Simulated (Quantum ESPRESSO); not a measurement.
Runs of Quantum ESPRESSO 7.5 on Be2C. It takes space group Fm-3m (No. 225, cubic). Conventional cell: a = 4.330 Å, b = 4.330 Å, c = 4.330 Å, α = 90.00°, β = 90.00°, γ = 90.00°. C (site symmetry m-3m) has 8 Be at 1.87 Å as nearest neighbours. Be (site symmetry -43m) is surrounded by 4 C at 1.87 Å. 

| level | potentials or basis | form of the LDA correlation | pressure (GPa) |
| --- | --- | --- | --- |
| WC | PseudoDojo 0.4.1 SR PBE standard | - | -0.2 |
| AM05 | PseudoDojo 0.4.1 SR PBE standard | - | (b) |
| LDA | PseudoDojo 0.4.1 SR LDA standard | PW92 | -8.4 |
| PBEsol | PseudoDojo 0.4.1 SR PBEsol standard | - | (a) |
| PBE | PseudoDojo 0.4.1 SR PBE standard | - | 0.6 |
| BLYP | PseudoDojo 0.4.1 SR PBE standard | - | 3.6 |

Alike in all rows: task dielectric tensor; no spin polarisation; cell as given; k mesh 10 × 10 × 10, shifted; cutoff (eV) 1197; smearing fermi-dirac 0.05 eV.

Question: Fill in the values left out.

Answer: (a) -2.0; (b) -1.5.

Caveats: the potentials were made for another functional, which shifts forces and pressure (some runs); the cell is more than 3 GPa from zero pressure, which shifts response properties (some runs).
